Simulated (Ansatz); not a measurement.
## Point defect: O interstitial in Al$_{2}$O$_{3}$

All numbers below come from DFT PBEsol, scalar-relativistic, plane waves, PAW (Ansatz). Settings: 420 eV cutoff, 2×2×2 k-mesh, shifted by half a step, Gaussian smearing of 0.01 eV, collinear spin in charge -1 alone.

Host crystal, relaxed:

```xyz
10
Lattice="2.3869 1.3781 4.3383 -2.3869 1.3781 4.3383 0.0000 -2.7562 4.3383" Properties=species:S:1:pos:R:3 pbc="T T T"
Al    0.0000    0.0000    1.9252
Al    0.0000    0.0000    4.5823
Al    0.0000    0.0000    8.4326
Al    0.0000    0.0000   11.0897
O     0.9268    1.3781    7.5920
O    -0.7301    1.4917    5.4229
O     0.7301   -1.4917    7.5920
O    -1.6569    0.1136    7.5920
O     1.6569   -0.1136    5.4229
O    -0.9268   -1.3781    5.4229
```

Supercell of 40 atoms, rows in host cell vectors: -1 1 1; 1 -1 1; 1 1 -1. Atoms relax at the host's cell, keeping the symmetry that the supercell leaves at the site. The cell is small, so energies carry finite-size errors of tenths of an eV. The host's Kohn–Sham gap is 6.03 eV. Atoms are taken from and returned to the elements' standard states. Charged cells are corrected for image charges with the computed static dielectric tensor (mean 10.4) and aligned with the host's potential at far atoms (alignment terms reach 0.73 eV; the program doubts the alignment in some charges, where it is up to 0.73 eV). No band-filling term is added, and the Fermi level counts from the host's valence band top.

Defect: O interstitial at (0.000, 0.000, 0.000) of the host cell.

Problem. What is the formation energy of the neutral defect?

Solution. 6.06 eV.

Problem. Does the neutral defect carry a moment, and how do its surroundings relax?

Solution. The neutral run had no spin polarisation, so a moment wasn't tested. The nearest neighbours before are 2 Al at 1.93 Å, 6 O at 1.98 Å; after relaxation the atoms near the site are 2 Al at 1.86 Å, 6 O at 2.16 Å; the largest move is 0.19 Å.

Problem. Charges 0, -1, -2 were computed. Which is stable where in the gap?

Solution. Among the charges computed the stable one is 0 at the valence band top, changing to -1 at 1.67 eV, changing to -2 at 3.15 eV. In charge 0, -1 the cell has partly filled bands: a level of the defect may be part filled, the carrier may sit in the host's bands, or levels may cross between the k points, so transitions that involve it are doubtful. Other sites of the defect weren't tried. Levels between neighbouring charges: (0/-1) 1.67 eV, (-1/-2) 3.15 eV.